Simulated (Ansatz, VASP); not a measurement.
## One calculation of Co, two programs

File INCAR:

```
PREC     = Accurate       # precision mode
ENCUT    = 600            # plane-wave cutoff, eV
EDIFF    = 1E-6           # SCF threshold, eV
ISMEAR   = -1             # smearing method
SIGMA    = 0.1            # smearing width, eV
LREAL    = F              # projectors in reciprocal space
LASPH    = T              # aspherical terms in the spheres
NELM     = 80             # most SCF steps
ALGO     = Normal         # electronic algorithm
ISIF     = 3              # what is computed and relaxed
LWAVE    = F              # write WAVECAR
LCHARG   = F              # write CHGCAR
GGA      = RE             # functional
IBRION   = 2              # ionic algorithm
NSW      = 80             # ionic steps
EDIFFG   = -0.01          # ionic threshold
```

The input KPOINTS:

```
Automatic mesh
0
Gamma
  14 14 14
```

File POSCAR:

```
Co
1.0
    2.2868488050      0.0000000000      0.0000000000
    0.0000000000      2.2868488050      0.0000000000
    0.0000000000      0.0000000000      2.2868488050
Co
1
Direct
    0.0000000000      0.0000000000      0.0000000000
```

Input for Ansatz:

```yaml
crystal:
  lattice:
    - [2.286848805, 0.0, 0.0]
    - [0.0, 2.286848805, 0.0]
    - [0.0, 0.0, 2.286848805]
  atoms:
    - { symbol: Co, position: [0.0, 0.0, 0.0] }
hamiltonian:
  xc: revpbe
  pseudopotentials:
    kind: paw
    azcp:
      Co: "pseudopotentials/Co.paw.azcp"
basis:
  ecutwfc: 420
  fft_grid_basis: typed
kpoints:
  mp_grid: { grid: [14, 14, 14], shift: [0, 0, 0] }
magnetization:
  spin_polarized: false
scf:
  occupations: { method: fermi_dirac, width: 0.1 }
relax:
  max_steps: 60
  f_tol: 0.01
  cell: {}
output:
  write_density: true
  write_potential: true
  elf: true
  volumetric_format: npy
```

The cell was built by a generator and needn't be a form met in nature.

Alike in both runs: task relaxation of cell and atoms; functional revPBE; k mesh 14 × 14 × 14; occupations fermi-dirac, width 0.1 eV; no spin polarisation.

|  | VASP | Ansatz |
| --- | --- | --- |
| version | VASP 6.6.1 | Ansatz 0.2.0 |
| potentials or method | VASP PAW PBE potentials, release 64 (Co) | plane waves (420 eV) with PAW, scalar-relativistic |
| plane-wave cutoff (eV) | 600 | 420 |
| valence electrons in the cell | 9 | 17 |

|  | VASP | Ansatz | Ansatz less VASP |
| --- | --- | --- | --- |
| relaxed volume (Å³/atom) | 12.11 | 12.16 | +0.053 |
| relaxed cell length with the largest relative difference (Å) | 2.297 | 2.300 | +0.0034 |
| energy change over the relaxation (meV/atom) | -1 | -2 | -0.9 |

The two sets of potentials don't hold the same shells in valence.

Caveats: the PAW data sets were made with another functional, which shifts forces and pressure a little (VASP); the run has no spin polarisation, though such a crystal can be magnetic. Spin polarisation is off, so any magnetic state and its effect on volume and gap are missing.
